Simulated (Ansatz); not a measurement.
## V (fcc)

Level of theory: DFT, PBE with spin–orbit coupling, two-component spinors; plane waves to 420 eV with PAW datasets (Ansatz 0.2.0), Γ-centred 18×18×18 mesh, 0.05 eV Gaussian smearing. The datasets are Ansatz's generated set soft_2.

```
CELL_PARAMETERS angstrom
0.00000 1.90800 1.90800
1.90800 0.00000 1.90800
1.90800 1.90800 0.00000
ATOMIC_POSITIONS crystal
V 0.00000 0.00000 0.00000
```

At room temperature and ambient pressure V is bcc.

Magnetic state: non-magnetic, site spin moments none.

Path: Γ–X–U | K–Γ–L–W–X, with Γ = (0.000, 0.000, 0.000), X = (0.500, 0.000, 0.500), U = (0.625, 0.250, 0.625), K = (0.375, 0.375, 0.750), L = (0.500, 0.500, 0.500), W = (0.500, 0.250, 0.750) in reciprocal vectors of the calculation's cell.

Problem. Is it a metal or an insulator, and if it has a gap, where are the band edges on this path?

Solution. A metal: bands cross the Fermi level.

Levels between -3 and 5 eV from the Fermi level at the path's named points:
```tsv
point	below E_F (eV)	above E_F (eV)
Γ		0.16 0.16 0.16 0.16 0.20 0.20 1.92 1.92 1.92 1.92
X	-2.60 -2.60	3.07 3.07 3.37 3.37 3.39 3.39 3.41 3.41
U and K	-2.51 -2.51 -1.95 -1.95	0.29 0.29 2.06 2.06 2.94 2.94
L		0.04 0.04 0.08 0.08 0.80 0.80 3.07 3.07 3.10 3.10
W	-2.29 -2.29 -1.00 -1.00 -1.00 -1.00	1.61 1.61 3.39 3.39
```

The calculation's cell holds 13 valence electrons, an odd number. Without magnetic order each Kramers pair of bands takes two, so one stays part-filled and the crystal must be a metal. (Only strong correlation, outside this picture, could make a Mott insulator of it.)

The starting moments died out; a magnetic state reached from other starts isn't excluded.
